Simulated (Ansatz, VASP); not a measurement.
# WS2: VASP beside Ansatz

One calculation is typed for both programs; each brings its own data sets and cutoff. How far apart do they land? Other levels of theory on this material are compared in a session of their own.

Calculated with Ansatz 0.2.0; plane waves, with VASP 6.6.1 beside it; single point at PBEsol, single point at RPBE and single point at PBE, spin-orbit coupling.

## Step 1: Starting point

The cell holds 3 atoms: 2 S and 1 W. Cell: a = 3.180 Å, b = 3.180 Å, c = 18.125 Å, α = 90.0°, β = 90.0°, γ = 120.0°. It derives from WS2 (Tungstenite). As first built, before any earlier steps moved the atoms (in the runner's words): kind sheets cut from a layered crystal; sheets 1. Vacuum lies along c.

## Step 2: VASP: single point, PBEsol

A single point gives forces, pressure and levels at one fixed geometry, so differences don't come from the geometry; what else differs is listed under the comparison.

Lines of VASP's logs that name or quote its potential files are left out, and so is its time.

File INCAR:

```
SYSTEM = WS2
PREC = Normal
ENCUT = 350
EDIFF = 1E-06
NELM = 120
ISMEAR = 0
SIGMA = 0.05
LREAL = .FALSE.
ALGO = Normal
GGA = PS
NBANDS = 15
LASPH = .TRUE.
LORBIT = 11
LWAVE = .FALSE.
LCHARG = .FALSE.
KPAR = 4
IDIPOL = 3
LDIPOL = .TRUE.
DIPOL = 0.5 0.5 0.5
LVHAR = .TRUE.
LVACPOTAV = .TRUE.
```

File POSCAR:

```
WS2
1.0
    3.1800000000      0.0000000000      0.0000000000
   -1.5900000000      2.7539607840      0.0000000000
    0.0000000000      0.0000000000     18.1250000000
S W
2 1
Direct
    0.6666666670      0.3333333330      0.5862068970
    0.6666666670      0.3333333330      0.4137931030
    0.3333333330      0.6666666670      0.5000000000
```

File KPOINTS:

```
Automatic mesh
0
Gamma
9 9 1
0 0 0
```

The projector-augmented-wave data sets are S and W (PBE family, release 64).

Launch:

```console
> mpirun -np 4 vasp_std
```

Numbers of over 12 decimals in the logs are rounded to 6 here.

Log:

```text
[banner, memory and clock lines left out]
running    4 mpi-ranks, on    1 nodes
 distrk:  each k-point on    1 cores,    4 groups
 distr:  one band on    1 cores,    1 groups

 POSCAR found type information on POSCAR S W
 POSCAR found :  2 types and       3 ions
|                                                                             |
|               ----> ADVICE to this user running VASP <----                  |
|                                                                             |
|     You enforced a specific xc type in the INCAR file but a different       |
|     [... a line on the potential file left out ...]
|     I HOPE YOU KNOW WHAT YOU ARE DOING!                                     |
|                                                                             |

 LDA part: xc-table for (Slater+PW92), standard interpolation
 POSCAR, INCAR and KPOINTS ok, starting setup
 FFT: planning ... GRIDC
 FFT: planning ... GRID_SOFT
 FFT: planning ... GRID
 WAVECAR not read
 entering main loop
       N       E                     dE             d eps       ncg     rms          rms(c)
DAV:   1     0.100764685653E+03    0.10076E+03   -0.52665E+03   360   0.663E+02
DAV:   2    -0.155051420043E+02   -0.11627E+03   -0.11016E+03   552   0.168E+02
DAV:   3    -0.264823551664E+02   -0.10977E+02   -0.10881E+02   500   0.591E+01
DAV:   4    -0.266784440215E+02   -0.19609E+00   -0.19577E+00   437   0.970E+00
DAV:   5    -0.266842157705E+02   -0.57717E-02   -0.57709E-02   553   0.154E+00    0.286E+01
DAV:   6    -0.255115962906E+02    0.11726E+01   -0.31504E+00   547   0.125E+01    0.124E+01
DAV:   7    -0.253643341097E+02    0.14726E+00   -0.10353E+00   465   0.808E+00    0.608E+00
DAV:   8    -0.252912947060E+02    0.73039E-01   -0.15079E-01   472   0.330E+00    0.901E-01
DAV:   9    -0.252898582474E+02    0.14365E-02   -0.27019E-02   507   0.113E+00    0.426E-01
DAV:  10    -0.252884469041E+02    0.14113E-02   -0.65038E-03   500   0.560E-01    0.194E-01
DAV:  11    -0.252884233045E+02    0.23600E-04   -0.51534E-04   479   0.185E-01    0.780E-02
DAV:  12    -0.252882386235E+02    0.18468E-03   -0.38629E-04   493   0.120E-01    0.416E-02
DAV:  13    -0.252882703418E+02   -0.31718E-04   -0.33226E-05   472   0.429E-02    0.238E-02
DAV:  14    -0.252884222261E+02   -0.15188E-03   -0.40043E-05   430   0.336E-02    0.269E-02
DAV:  15    -0.252884520211E+02   -0.29795E-04   -0.83495E-06   437   0.167E-02    0.596E-03
DAV:  16    -0.252885012929E+02   -0.49272E-04   -0.12838E-05   430   0.142E-02    0.938E-03
DAV:  17    -0.252885060848E+02   -0.47919E-05   -0.73620E-07   449   0.473E-03    0.232E-03
DAV:  18    -0.252885421319E+02   -0.36047E-04   -0.15559E-06   403   0.570E-03    0.354E-03
DAV:  19    -0.252885500641E+02   -0.79322E-05   -0.17127E-07   418   0.236E-03    0.126E-03
DAV:  20    -0.252885625053E+02   -0.12441E-04   -0.84303E-07   345   0.293E-03    0.129E-03
DAV:  21    -0.252885634244E+02   -0.91904E-06   -0.50089E-08   390   0.103E-03
|                                                                             |
|           W    W    AA    RRRRR   N    N  II  N    N   GGGG   !!!           |
|           W    W   A  A   R    R  NN   N  II  NN   N  G    G  !!!           |
|           W    W  A    A  R    R  N N  N  II  N N  N  G       !!!           |
|           W WW W  AAAAAA  RRRRR   N  N N  II  N  N N  G  GGG   !            |
|           WW  WW  A    A  R   R   N   NN  II  N   NN  G    G                |
|           W    W  A    A  R    R  N    N  II  N    N   GGGG   !!!           |
|                                                                             |
|     Did not find any points to average over, which means that no vacuum     |
|     field-free region was found. Please increase the size of  your cell     |
|     in the dimension of the dipole correction to obtain accurate            |
|     workfunction values.                                                    |
|                                                                             |

   1 F= -.25288563E+02 E0= -.25288563E+02  d E =-.133022E-13
```

OUTCAR, selected parts (step 2):

```text
ion  position               nearest neighbor table
   1  0.667  0.333  0.586-   3 2.41   3 2.41   3 2.41
   2  0.667  0.333  0.414-   3 2.41   3 2.41   3 2.41
   3  0.333  0.667  0.500-   1 2.41   2 2.41   1 2.41   2 2.41   1 2.41   2 2.41

  LATTYP: Found a hexagonal cell.
 ALAT       =     3.1800000000
 C/A-ratio  =     5.6996855346

 Subroutine GETGRP returns: Found 12 space group operations
 (whereof 12 operations were pure point group operations)

The static configuration has the point symmetry D_3h.

 Found     12 irreducible k-points:

   k-points           NKPTS =     12   k-points in BZ     NKDIM =     12   number of bands    NBANDS=     15

   dimension x,y,z NGX =    16 NGY =   16 NGZ =   84
   dimension x,y,z NGXF=    32 NGYF=   32 NGZF=  168

   ENCUT  =  350.0 eV  25.72 Ry    5.07 a.u.   4.85  4.85 27.65*2*pi/ulx,y,z

   NELECT =      18.0000    total number of electrons

 k-points in reciprocal lattice and weights: Automatic mesh
   0.00000000  0.00000000  0.00000000       0.012
   0.11111111 -0.00000000  0.00000000       0.074
   0.22222222  0.00000000  0.00000000       0.074
   0.33333333 -0.00000000  0.00000000       0.074
   0.44444444  0.00000000  0.00000000       0.074
   0.11111111  0.11111111  0.00000000       0.074
   0.22222222  0.11111111  0.00000000       0.148
   0.33333333  0.11111111  0.00000000       0.148
   0.44444444  0.11111111  0.00000000       0.074
   0.22222222  0.22222222  0.00000000       0.074
   0.33333333  0.22222222  0.00000000       0.148
   0.33333333  0.33333333  0.00000000       0.025

 dipolmoment           0.000000      0.000000      0.000000 electrons x Angstroem

 average (electrostatic) potential at core
       1 -93.3284       2 -93.3284       3 -47.2710

 E-fermi :  -1.6777

 k-point     1 :       0.0000    0.0000    0.0000
  band No.  band energies     occupation
    ...
      5      -4.7986      2.00000
      6      -3.9906      2.00000
      7      -3.5392      2.00000
      8      -3.5392      2.00000
      9      -1.9580      2.00000
     10       0.9888      0.00000
     11       0.9888      0.00000
     12       1.1745      0.00000
     13       1.1745      0.00000
     14       3.1234      0.00000
    ...

 k-point     2 :       0.1111   -0.0000    0.0000
  band No.  band energies     occupation
    ...
      5      -4.6280      2.00000
      6      -4.5989      2.00000
      7      -3.8450      2.00000
      8      -3.2628      2.00000
      9      -2.0771      2.00000
     10       0.7335      0.00000
     11       0.8455      0.00000
     12       0.9965      0.00000
     13       1.3510      0.00000
     14       3.5855      0.00000
    ...

 k-point     3 :       0.2222    0.0000    0.0000
  band No.  band energies     occupation
    ...
      5      -5.5461      2.00000
      6      -4.4594      2.00000
      7      -4.0869      2.00000
      8      -3.4392      2.00000
      9      -2.6130      2.00000
     10       0.3958      0.00000
     11       0.6958      0.00000
     12       1.0960      0.00000
     13       2.0491      0.00000
     14       4.2958      0.00000
    ...

  Total       -1.4552990     -1.4552990     -0.6563085      0.0000000      0.0000000      0.0000000
  in kB      -14.6892607    -14.6892607     -6.6245401      0.0000000      0.0000000      0.0000000
  external PRESSURE =     -12.0010205 kB  Pullay stress =       0.0000000 kB

  energy-cutoff  :      350.00
  volume of cell :      158.73
      direct lattice vectors                 reciprocal lattice vectors
     3.180000000  0.000000000  0.000000000     0.314465409  0.181556688  0.000000000
    -1.590000000  2.753960784  0.000000000     0.000000000  0.363113377  0.000000000
     0.000000000  0.000000000 18.125000000     0.000000000  0.000000000  0.055172414

 POSITION                                       TOTAL-FORCE (eV/Angst)
 -----------------------------------------------------------------------------------
      1.59000      0.91799     10.62500         0.000000      0.000000     -0.187915
      1.59000      0.91799      7.50000        -0.000000      0.000000      0.187915
     -0.00000      1.83597      9.06250         0.000000     -0.000000      0.000000
 -----------------------------------------------------------------------------------
    total drift:                               -0.000002      0.000001      0.000000

  FREE ENERGIE OF THE ION-ELECTRON SYSTEM (eV)
  ---------------------------------------------------
  free  energy   TOTEN  =       -25.2885634244 eV

  energy  without entropy=      -25.2885634244  energy(sigma->0) =      -25.28856342

 vacuum level on the upper side and lower side of the slab         3.823         3.823

 total charge
# of ion       s       p       d       tot
------------------------------------------
    1        1.352   2.340   0.000   3.692
    2        1.352   2.340   0.000   3.692
    3        0.560   0.707   4.285   5.553
--------------------------------------------------
tot          3.265   5.387   4.285  12.937

[... 3 further parts left out ...]
```

## Step 3: Ansatz: single point, PBEsol

Ansatz runs on its default PAW (the set named soft_2) files.

The same cell, functional, mesh and smearing now go to Ansatz, which takes its cutoff from its data sets.

File input.yaml:

```yaml
crystal:
  lattice:
    - [3.18, 0.0, 0.0]
    - [-1.59, 2.753960784, 0.0]
    - [0.0, 0.0, 18.125]
  atoms:
    - { symbol: S, position: [0.666666667, 0.333333333, 0.586206897] }
    - { symbol: S, position: [0.666666667, 0.333333333, 0.413793103] }
    - { symbol: W, position: [0.333333333, 0.666666667, 0.5] }
hamiltonian:
  xc: pbesol
  pseudopotentials: { kind: paw }
kpoints:
  mp_grid: { grid: [9, 9, 1] }
scf:
  occupations: { method: gaussian, width: 0.05 }
  n_extra_bands: 4
efield:
  axis: 3
  dipole_correction: true
  ramp_width: 0.04
output:
  forces: true
  eigenvalues: true
```

Launch:

```console
> ansatz run input.yaml --threads 2 --pin off --max-ram 4608MiB --backend cpu --events-out ev --progress --plain --runs-dir out
```

Log:

```text
scf.n_extra_bands = 4 over 13 filled bands (N_el = 26.0): the run solves 17 bands
Engine: ansatz 0.2.0, aarch64-unknown-linux-gnu
Pseudopotentials: kind: paw
Pseudopotential: S, paw, valence charge 6, recommended cutoff 420 eV (normal), S.paw.azcp
Pseudopotential: W, paw, valence charge 14, recommended cutoff 420 eV (normal), W.paw.azcp
Functional definition: PBEsol
  exchange = pbesol_x
  correlation = pbesol_c
Crystal: 3 atoms, lattice volume = 158.731 Å³
Basis set: ecut = 420 eV, 3085 PW (Γ), exchange–correlation on 48×48×250 points (8 copies of the dense FFT grid, shifted against one another)
Bands: 17, of which v1, the nominal top of the filled ones, is band 13 counted from 1 (12 counted from 0)
Symmetry: 6 space group operations
k-points: 12 of 81 (time reversal used)
Non-local potential: S, projectors of the file, l = 0: 2, l = 1: 2, l = 2: 2
Non-local potential: W, projectors of the file, l = 0: 3, l = 1: 2, l = 2: 2, l = 3: 1
PAW form: soft (Blöchl's): semilocal exchange-correlation on the pseudo side does not see the compensation charge
PAW frozen core: S, regenerated for the run's functional, and the local potential with it (the file was generated under x = pbe(κ = 0.804, μ = 0.219515), c = pbe(β = 0.066725))
PAW frozen core: W, regenerated for the run's functional, and the local potential with it (the file was generated under x = pbe(κ = 0.804, μ = 0.219515), c = pbe(β = 0.066725))
PAW one-centre angular grid: S, 110 points (default); XC on 64 Gauss nodes
PAW one-centre angular grid: W, 590 points (default); XC on 64 Gauss nodes
Initial density: superposition of atomic densities (neutral atoms: chi_scale 0, normalization atom), corrected by the library's trained network
Initial wavefunctions: pseudopotential atomic-orbital guess
Functional: x = pbesol(κ = 0.804, μ = 0.123457), c = pbesol(β = 0.046)
SCF iter   1: F=—  HF=-12029.051168 eV  |F-HF|=—  |Δ(HF+E_count)|=         —  Δρ=5.37e-3  dr2=1.07e-1  ethr=1.77e-3  p=0.000 e·Å  D=7.98e-15 V/Å  ΔV_dip=-0.00 eV  dr2_dipole=4.18e-9  V_vac-E_F(+/−)=5.27/5.27 eV  ⟨swp⟩=9.2  Hψ=1435  notcnv=0
efield: sawtooth ramp at fractional position 0.9800 (placed from the atoms, in the widest stretch of the axis that holds none; the zero of the levels goes with the place), width 0.0400; the density the first Hamiltonian is built on has a dipole p = 0.000 e·Å; the dipole correction subtracts the counter field D = 7.98e-15 V/Å, which shifts the + side's vacuum level by -0.00 eV against the − side's; the planar-averaged density in the ramp window peaks in size at 5.1e-5 e/Å³
preconditioner: auto → none  [insulator: Δε(μ)=1.718 eV  Ē_g=8.665 eV  σ=0.050 eV  W_gap=1.00  n_scr=10 (ndim 8)  ℏωp=12.5 eV  f_vac=0.633  D(μ)=0.00/eV (n_scr^D=0)  ε∞_Penn≈3.1]
SCF iter   2: F=—  HF=-12029.097000 eV  |F-HF|=—  |Δ(HF+E_count)|=   4.58e-2  Δρ=7.78e-3  dr2=3.62e-1  ethr=4.13e-4  p=0.000 e·Å  D=4.88e-5 V/Å  ΔV_dip=-0.00 eV  dr2_dipole=1.40e-7  V_vac-E_F(+/−)=4.44/4.44 eV  ⟨swp⟩=3.5  Hψ=509  notcnv=0  recentre
SCF iter   3: F=—  HF=-12029.038263 eV  |F-HF|=—  |Δ(HF+E_count)|=   5.87e-2  Δρ=1.92e-3  dr2=3.95e-3  ethr=4.13e-4  p=-0.000 e·Å  D=-2.72e-5 V/Å  ΔV_dip=0.00 eV  dr2_dipole=3.59e-8  V_vac-E_F(+/−)=5.01/5.01 eV  ⟨swp⟩=3.0  Hψ=378  notcnv=0
SCF iter   4: F=—  HF=-12029.041558 eV  |F-HF|=—  |Δ(HF+E_count)|=   3.30e-3  Δρ=3.63e-4  dr2=1.06e-4  ethr=1.52e-5  p=0.000 e·Å  D=2.92e-4 V/Å  ΔV_dip=-0.01 eV  dr2_dipole=3.66e-6  V_vac-E_F(+/−)=4.89/4.89 eV  ⟨swp⟩=2.0  Hψ=397  notcnv=0
SCF iter   5: F=—  HF=-12029.041710 eV  |F-HF|=—  |Δ(HF+E_count)|=   1.52e-4  Δρ=1.59e-4  dr2=2.15e-4  ethr=4.07e-7  p=-0.001 e·Å  D=-1.16e-3 V/Å  ΔV_dip=0.02 eV  dr2_dipole=6.37e-5  V_vac-E_F(+/−)=4.89/4.87 eV  ⟨swp⟩=3.2  Hψ=441  notcnv=0
SCF iter   6: F=—  HF=-12029.041720 eV  |F-HF|=—  |Δ(HF+E_count)|=   9.99e-6  Δρ=1.43e-4  dr2=2.53e-4  ethr=4.07e-7  p=0.001 e·Å  D=1.28e-3 V/Å  ΔV_dip=-0.02 eV  dr2_dipole=7.69e-5  V_vac-E_F(+/−)=4.87/4.89 eV  ⟨swp⟩=2.5  Hψ=288  notcnv=0
SCF iter   7: F=—  HF=-12029.041701 eV  |F-HF|=—  |Δ(HF+E_count)|=   1.90e-5  Δρ=4.86e-5  dr2=2.66e-5  ethr=4.07e-7  p=0.000 e·Å  D=3.98e-4 V/Å  ΔV_dip=-0.01 eV  dr2_dipole=7.97e-6  V_vac-E_F(+/−)=4.87/4.88 eV  ⟨swp⟩=2.0  Hψ=235  notcnv=0
SCF iter   8: F=—  HF=-12029.041584 eV  |F-HF|=—  |Δ(HF+E_count)|=   1.17e-4  Δρ=9.08e-6  dr2=5.28e-7  ethr=1.02e-7  p=0.000 e·Å  D=5.13e-5 V/Å  ΔV_dip=-0.00 eV  dr2_dipole=1.53e-7  V_vac-E_F(+/−)=4.87/4.88 eV  ⟨swp⟩=2.0  Hψ=241  notcnv=0
SCF iter   9: F=-12029.041584 eV  HF=-12029.041584 eV  |F-HF|=7.64e-9  |Δ(HF+E_count)|=   1.42e-7  Δρ=2.50e-6  dr2=1.61e-8  ethr=3.85e-10  p=-0.000 e·Å  D=-2.49e-6 V/Å  ΔV_dip=0.00 eV  dr2_dipole=1.81e-9  V_vac-E_F(+/−)=4.87/4.87 eV  ⟨swp⟩=8.8  Hψ=1192  notcnv=0
SCF 1 converged in 9 iterations: F = -12029.041584 eV  dr2 = 1.61e-8
  greatest PAW one-centre occupation: 1.000 electrons in one spin orbital (limit 2), on the W atom at site 2 (counted from 0), in its partial waves of l = 0
SCF converged after 9 iterations
Free energy (F): -12029.041584 eV
Harris-Foulkes:  -12029.041584 eV  (|F-HF|=7.64e-9)
Internal energy: -12029.041584 eV  (E = F + TS)
E sigma→0 (E₀):  -12029.041584 eV
Fermi energy:    0.746588 eV
Dipole field:    D = 0.000062 V/Å  (p = 0.000054 e·Å, saw-weighted, corrected)
Work function:   Φ+ = 4.8742 eV   Φ− = 4.8753 eV
Levels:          The Fermi level and band energies are counted from a zero that moves with the ramp; work functions are not
--- Per-component energies (eV) ---
  E_band       = -477.300469
  E_kinetic    = 665.211335
  E_local      = -13718.540795  (includes V_loc(G=0)·N_el)
  E_nonlocal   = 60.227775
  E_hartree    = 6533.552613
  E_xc         = -457.960108
  E_vxc        = -413.982544  (∫ρ·V_xc dr)
  E_paw        = -9604.433881  (= ΣΔE_a)
  E_vpaw       = -137.320830  (= ΣTr[D̂ρ^β])
  E_aug_tail   = -0.000063  (compensation charges beyond the density's cutoff)
  E_efield     = 0.000000  (sawtooth field / dipole correction)
  E_vefield    = 0.000000  (∫n·V_field dr)
  E_ewald      = 4492.555850
  E_core_change = 0.345691  (= ΣΔE_core)
  E_smearing   = -0.000000  (= −TS)
  E_closure    = -0.000000  (closes the sum)
  Σ components = -12029.041584   (vs F -12029.041584, Δ=0.00e0)
--- Forces (eV/Å), atoms counted from 1 ---
  atom   1  S     -0.00000000    -0.00000000    -0.16056227
  atom   2  S      0.00000000     0.00000000     0.16057441
  atom   3  W     -0.00000000    -0.00000000    -0.00000723
  max |Σ_I F_I| component: 4.91e-6 eV/Å
--- Band table (eV; the first three rows and the last of 12) ---
  k-point 0: bands = [... 9 lower, -2.2211, -1.7765, -1.7765, -0.1690, 2.7516, 2.7516, 2.9445, 2.9445]
  k-point 1: bands = [... 9 lower, -2.8313, -2.0820, -1.4916, -0.2885, 2.5032, 2.6106, 2.7669, 3.1176]
  k-point 2: bands = [... 9 lower, -2.6953, -2.3198, -1.6601, -0.8291, 2.1688, 2.4708, 2.8618, 3.8252]
  k-point 11: bands = [... 9 lower, -4.0232, -3.3856, -2.4744, -0.1547, 1.6479, 3.2002, 3.9276, 5.4171]
```

Run time: 5.9 s. Hardware: 2 threads of Arm Neoverse N1, shared host; peak memory 0.35 GiB; 8.3 s of CPU time.

In the SCF lines HF is the Harris–Foulkes energy and dr2 the Hartree energy of the density residual, in eV; the loop may stop once dr2 is under the threshold and the program's other checks hold. Hψ counts applications of the Hamiltonian.

## Step 4: Comparison

Known differences besides the potentials themselves: the data sets hold 26 valence electrons in Ansatz (default PAW (the set named soft_2) files) and 18 in VASP; the cutoff is 420 eV in Ansatz and 350 eV in VASP (PREC = Normal); Ansatz makes its cores anew for this functional, VASP keeps those of its PBE data sets. Total energies have different zeros and are not compared.

The two programs side by side:

| quantity | Ansatz | VASP | difference |
| --- | --- | --- | --- |
| gap on the k mesh (eV) | 1.803 | 1.800 | +0.003 |

Forces (eV/Å; atoms numbered as in POSCAR):

| atom | Ansatz x, y, z | VASP x, y, z |
| --- | --- | --- |
| S1 | 0.000, 0.000, -0.161 | 0.000, 0.000, -0.188 |
| S2 | 0.000, 0.000, 0.161 | 0.000, 0.000, 0.188 |
| W3 | 0.000, 0.000, 0.000 | 0.000, 0.000, 0.000 |

The forces differ by 13 meV/Å r.m.s., which is 14.6 % of the r.m.s. force of 0.09 eV/Å (both taken over all components). A gap on the mesh is an upper bound, since the band edges may lie between its points; neither run holds spin-orbit coupling, which can move the band edges of a compound of W.

## Step 5: Further runs

Further runs change the set-up of one program: Ansatz's method, potentials or start, or VASP's data sets, cutoff or form of LDA. The table gives Ansatz less VASP for each quantity, since a change that brings one quantity closer may part another.

| run | r.m.s. force difference (meV/Å) | gap on the k mesh (eV) |
| --- | --- | --- |
| as above | 13 | 0.0030 |
| cores kept as stored | 16 | 0.0032 |
| Ansatz's larger PAW set (cutoff 880 eV) | 16 | 0.0037 |
| norm-conserving potentials (cutoff 1007 eV) | 14 | 0.0024 |

(Continued in part 2 of 2.)

[Lines on the potential files, build, host, timing and source positions are cut from VASP's logs without a mark.]

[Logs are printed without paths, hosts, clocks, repeated set-up lines and the standing remarks that a program may print on its own settings, such as how far it seeks lower states.]

[Hosts, paths, dates, database ids (printed as entryN), source tags and the programs' standing remarks are cut or masked in the printed files.]
